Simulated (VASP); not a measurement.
# AlP (F-43m) in VASP: a series of runs, part 2 of 2

VASP 6.6.1. The steps go on from the part before.

### 4 Relaxation of cell and atoms, PBEsol

The input, INCAR:

```
SYSTEM = AlP
PREC     = Accurate       ! precision mode
ENCUT    = 600            ! plane-wave cutoff, eV
EDIFF    = 1E-6           ! SCF threshold, eV
ISMEAR   = 0              ! smearing method
SIGMA    = 0.03           ! smearing width, eV
LREAL    = .FALSE.        ! projectors in reciprocal space
LASPH    = .TRUE.         ! aspherical terms in the spheres
NELM     = 80             ! most SCF steps
ALGO     = Normal         ! electronic algorithm
ISIF     = 3              ! what is computed and relaxed
LWAVE    = .FALSE.        ! write WAVECAR
LCHARG   = .FALSE.        ! write CHGCAR
GGA      = PS             ! functional
IBRION   = 2              ! ionic algorithm
NSW      = 90             ! ionic steps
EDIFFG   = -0.01          ! ionic threshold
```

The input, KPOINTS:

```
Automatic mesh
0
G
  8 8 8
  0 0 0
```

The input, POSCAR:

```
AlP
1.0
    0.0000000000      2.7255000000      2.7255000000
    2.7255000000      0.0000000000      2.7255000000
    2.7255000000      2.7255000000      0.0000000000
Al P
1 1
Direct
    0.0000000000      0.0000000000      0.0000000000
    0.2500000000      0.2500000000      0.2500000000
```

Potentials or basis: VASP PAW PBE potentials, release 64 (Al, P).

On the command line:

```bash
cat potpaw_PBE.64/Al/POTCAR potpaw_PBE.64/P/POTCAR > POTCAR
mpirun -np 1 vasp_std > vasp.out
```

OUTCAR:

```text
SYSTEM = AlP
   PREC = Accurate
   ENCUT = 600
   EDIFF = 1E-6
   ISMEAR = 0
   LREAL = .FALSE.
   LASPH = .TRUE.
   NELM = 80
   ISIF = 3
   GGA = PS
   IBRION = 2
   NSW = 90
   EDIFFG = -0.01

 ion  position               nearest neighbor table
   1  0.000  0.000  0.000-   2 2.36   2 2.36   2 2.36   2 2.36
   2  0.250  0.250  0.250-   1 2.36   1 2.36   1 2.36   1 2.36

  LATTYP: Found a face centered cubic cell.
 ALAT       =     5.4510000000

  Lattice vectors:

 A1 = (   0.0000000000,   2.7255000000,   2.7255000000)
 A2 = (   2.7255000000,   0.0000000000,   2.7255000000)
 A3 = (   2.7255000000,   2.7255000000,   0.0000000000)

Analysis of symmetry for initial positions (statically):
=====================================================================
 Subroutine PRICEL returns:
 Original cell was already a primitive cell.

 Routine SETGRP: Setting up the symmetry group for a
 face centered cubic supercell.

 Subroutine GETGRP returns: Found 24 space group operations
 (whereof 24 operations were pure point group operations)
 out of a pool of 48 trial point group operations.

The static configuration has the point symmetry T_d .
[... 170 lines left out ...]
  -------------------------------------------------------------------------------------
  Total        0.2526083      0.2526083      0.2526083      0.0000000      0.0000000      0.0000000
  in kB        9.9951583      9.9951583      9.9951583      0.0000000      0.0000000      0.0000000
  external PRESSURE =       9.9951583 kB  Pullay stress =       0.0000000 kB
[... 59 lines left out ...]
--------------------------------------- Ionic step        3  -------------------------------------------

 number of electron       8.0000000 magnetization

 Free energy of the ion-electron system (eV)
  ---------------------------------------------------
  ext. energy  EPLUGINS =         0.00000000
  ---------------------------------------------------
  free energy    TOTEN  =       -10.99548267 eV

  energy without entropy =      -10.99548267  energy(sigma->0) =      -10.99548267

 E-fermi :   4.6236     XC(G=0):  -9.3409

 val. band max:        4.4778618740   @ k =   0.0000   0.0000   0.0000
 cond. band min:       5.9286929274   @ k =   0.5000   0.5000   0.0000
 fundamental gap:      1.4508310534
 Fermi energy:         4.6235539424

 k-point     1 :       0.0000    0.0000    0.0000
  band No.  band energies     occupation
      1      -7.0136      2.00000
      2       4.4779      2.00000
      3       4.4779      2.00000
      4       4.4779      2.00000
      5       7.6288      0.00000
      6       8.9814      0.00000
      7       8.9814      0.00000
      8       8.9814      0.00000
[... 243 lines left out ...]
 k-point    24 :      -0.3750    0.2500    0.1250
  band No.  band energies     occupation
      1      -5.0175      2.00000
      2      -0.7104      2.00000
      3       1.8622      2.00000
      4       2.9833      2.00000
      5       8.3362      0.00000
      6       8.9121      0.00000
      7      11.2957      0.00000
      8      12.0871      0.00000

 [... further k-points ...]
[... 5 lines left out ...]
  --------------------------------------------------------------------------------------
  -------------------------------------------------------------------------------------
  Total        0.0010686      0.0010686      0.0010686      0.0000000      0.0000000      0.0000000
  in kB        0.0418108      0.0418108      0.0418108      0.0000000      0.0000000      0.0000000
  external PRESSURE =       0.0418108 kB  Pullay stress =       0.0000000 kB
[... 17 lines left out ...]
  FREE ENERGIE OF THE ION-ELECTRON SYSTEM (eV)
  ---------------------------------------------------
  free  energy   TOTEN  =       -10.9954826746 eV

  energy  without entropy=      -10.9954826746  energy(sigma->0) =      -10.99548267

 reached required accuracy - stopping structural energy minimisation
```

OSZICAR:

```text
N       E                     dE             d eps       ncg     rms          rms(c)
DAV:   1     0.118541358511E+02    0.11854E+02   -0.35293E+03   464   0.862E+02
DAV:   2    -0.107905109613E+02   -0.22645E+02   -0.22327E+02   632   0.928E+01
DAV:   3    -0.113616112181E+02   -0.57110E+00   -0.57110E+00   576   0.193E+01
[... 20 lines left out ...]
DAV:   2    -0.109955850808E+02    0.50617E-03   -0.12942E-03   536   0.197E-01    0.717E-02
DAV:   3    -0.109954888911E+02    0.96190E-04   -0.37462E-04   592   0.101E-01    0.206E-02
DAV:   4    -0.109954837027E+02    0.51883E-05   -0.91701E-06   536   0.220E-02    0.169E-02
DAV:   5    -0.109954824402E+02    0.12625E-05   -0.31643E-06   480   0.103E-02    0.696E-03
DAV:   6    -0.109954826746E+02   -0.23434E-06   -0.10209E-07   232   0.275E-03
   3 F= -.10995483E+02 E0= -.10995483E+02  d E =-.140781E-02
```

CONTCAR:

```text
AlP
   1.00000000000000
     0.0000000000000000    2.7357031040778277    2.7357031040778277
     2.7357031040778277   -0.0000000000000000    2.7357031040778277
     2.7357031040778277    2.7357031040778277    0.0000000000000000
  Al              P
     1     1
Direct
     0.0000000000000000    0.0000000000000000    0.0000000000000000
     0.2500000000000000    0.2500000000000000    0.2500000000000000

  0.00000000E+00  0.00000000E+00  0.00000000E+00
  0.00000000E+00  0.00000000E+00  0.00000000E+00
```

Run time: 17 s. Hardware: 1 thread of Intel Xeon Platinum 8488C (Sapphire Rapids), shared host; peak memory 0.17 GiB.

Results:

```
Free energy                            : -10.9955 eV
Relaxed volume                         : 20.47 Å³/atom
Relaxed cell                           : a = 3.869 Å, b = 3.869 Å, c = 3.869 Å, α = 60.00°, β = 60.00°, γ = 60.00°
Space group after relaxing (to 0.05 Å) : F-43m (No. 216)
Energy gained by relaxing              : 0.7 meV/atom
Ionic steps                            : 3
Pressure after relaxing                : 0.0 GPa
Band gap on the k mesh                 : 1.45 eV, indirect (least direct gap 3.15 eV)
```

Step by step:
```csv
step,energy change (eV),largest force (eV/Å),pressure (GPa),volume (Å³)
1,0.0000,0.0000,1.00,40.49
2,-0.0009,0.0000,-0.60,41.24
3,-0.0014,0.0000,0.00,40.95
```

Final structure:
```
CELL_PARAMETERS angstrom
0.00000 2.73570 2.73570
2.73570 0.00000 2.73570
2.73570 2.73570 0.00000
ATOMIC_POSITIONS crystal
Al 0.00000 0.00000 0.00000
P 0.25000 0.25000 0.25000
```

Caveat: the PAW data sets were made with another functional, which shifts forces and pressure a little. Zero-point motion and thermal expansion aren't in these numbers.

### 5 Relaxation of cell and atoms, PBEsol

This run uses another cell than the first one, of 20.47 Å³/atom, 1.011 times its volume.

Changes to INCAR since step 4:

```diff
@@ -3,3 +3,3 @@
 ENCUT    = 600            ! plane-wave cutoff, eV
-EDIFF    = 1E-6           ! SCF threshold, eV
+EDIFF    = 1E-7           ! SCF threshold, eV
 ISMEAR   = 0              ! smearing method
@@ -16,2 +16,2 @@
 NSW      = 90             ! ionic steps
-EDIFFG   = -0.01          ! ionic threshold
+EDIFFG   = -0.005         ! ionic threshold
```

KPOINTS is that of step 4.

The input, POSCAR:

```
AlP                                     
1.0
    0.0000000000      2.7357031041      2.7357031041
    2.7357031041     -0.0000000000      2.7357031041
    2.7357031041      2.7357031041      0.0000000000
  Al              P             
     1     1
Direct
     0.0000000000000000    0.0000000000000000    0.0000000000000000
     0.2500000000000000    0.2500000000000000    0.2500000000000000
```

On the command line:

```bash
cat potpaw_PBE.64/Al/POTCAR potpaw_PBE.64/P/POTCAR > POTCAR
mpirun -np 1 vasp_std > vasp.out
```

It took 7.8 s on 1 thread of Intel Xeon Platinum 8488C (Sapphire Rapids), shared host; peak memory 0.17 GiB.

Results (log left out):

- Free energy: -10.9955 eV
- Pressure after relaxing: 0.0 GPa
- Band gap on the k mesh: 1.45 eV, indirect (least direct gap 3.15 eV)

Final structure:
```
Al P
1.0
     0.00000    2.73570    2.73570
     2.73570    0.00000    2.73570
     2.73570    2.73570    0.00000
Al P
1 1
Direct
  0.00000 0.00000 0.00000
  0.25000 0.25000 0.25000
```

Levels at points of the mesh, in eV from the valence-band top:
```csv
k point,band 1,band 2,band 3,band 4,band 5,band 6,band 7,band 8
"(0.00, 0.00, 0.00)",-11.49,0.00,0.00,0.00,3.15,4.50,4.50,4.50
"(0.50, 0.00, 0.00)",-9.81,-5.55,-0.76,-0.76,2.71,4.75,4.75,8.06
"(0.50, 0.50, 0.00)",-9.15,-5.32,-2.11,-2.11,1.45,2.37,10.94,10.94
```

Caveat: the relaxation stopped at its first step, so nothing moved; the PAW data sets were made with another functional, which shifts forces and pressure a little. A hybrid or GW would open this gap; PBEsol tends to underestimate it.
